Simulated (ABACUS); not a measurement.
Al, 1 atom in the cell. It takes space group Im-3m (No. 229, cubic). The conventional cell has a = 3.182 Å, b = 3.182 Å, c = 3.182 Å, α = 90.00°, β = 90.00°, γ = 90.00°. Al (site symmetry m-3m) is surrounded by 8 Al at 2.76 Å. This isn't the form of Al at room conditions, which is fcc.

| Property | Result |
| --- | --- |
| Program | ABACUS 3.10.1 |
| Task | single point |
| Functional | PBE |
| Potentials or basis | PseudoDojo NC SR 0.4.1 PBE standard |
| Cutoff | 1361 eV |
| Density cutoff | 5442 eV |
| Basis | DZP LCAO (the cutoffs set its grid) |
| k mesh | 8 × 8 × 8 |
| Occupations | fermi-dirac, width 0.05 eV |
| Spin | no spin polarisation |
| Radial cutoff of the potentials (pseudo_rcut) | 7 bohr |
| Orbital files | Al Al_confined-atom_8au_2s2p1d.orb |
| SCF threshold on the density | 1e-07 |
| Max SCF steps | 100 |
| Eigensolver | genelpa |
| Mixing | broyden |
| Mixing share | 0.7 |
| Symmetry key | 1 |
| Bands | 6 |

Potentials or basis: PseudoDojo NC SR 0.4.1 PBE standard, DZP LCAO (the cutoffs set its grid).

Launch:

```bash
$ OMP_NUM_THREADS=1 mpirun -np 4 abacus > log
```

Hardware: 4 MPI ranks on Intel(R) Xeon(R) Platinum 8488C (Sapphire Rapids), on a shared host.

**Question.** How long does it take, and how much memory?

**Answer.** Wall time 2.3 s on 4 MPI ranks on Intel(R) Xeon(R) Platinum 8488C (Sapphire Rapids) (shared host), peak memory 0.36 GiB a rank. Counts: scf iterations 7, k points 29, bands 6, basis 13, ranks 4.
